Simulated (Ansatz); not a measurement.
## Ge: energy along a strain

Ge, Fm-3m, a = 4.197 Å (as given, not relaxed at this level: 0.8 GPa). This isn't the element's structure at ambient conditions. Ansatz: PBE+D3(BJ), PAW, 420 eV, Γ-centred 20×20×20 mesh on 1 atom, Gaussian smearing 0.15 eV; no spin polarisation. Cell vectors (Å): 0.000 2.098 2.098; 2.098 0.000 2.098; 2.098 2.098 0.000. The cell is strained by x per cent times the pattern (1 1 0 0 0 0) in the order xx yy zz yz xz xy (engineering shears), with fractional coordinates held. y is the free energy over the start, V0 = 18.479 Å³/atom.

| x (%) | y (meV/atom) |
| --- | --- |
| -2.00 | ? |
| -1.50 | 6.61 |
| -1.00 | 3.55 |
| 0.00 | 0.00 |
| 0.50 | -0.56 |
| 1.50 | 0.53 |
| 2.00 | 2.09 |

**Question.** Fit y = c1 x + c2 x² + c3 x³ to the other rows, get the stiffness along the pattern, and predict the missing energy.

**Answer.** Least squares on the rows shown. y = −1.901 x + 1.587 x² − 0.05648 x³. The clamped-ion stiffness p·C·p = 2 × 15.87 eV × 160.2 / 18.479 Å³ = 275 GPa (second derivative at the start, which stands under stress). At x = -2.00 the fit asked for gives 10.60 meV/atom. The run gave 10.56 meV/atom, so the fit is 0.04 meV/atom too high, a small miss on the scale of the series.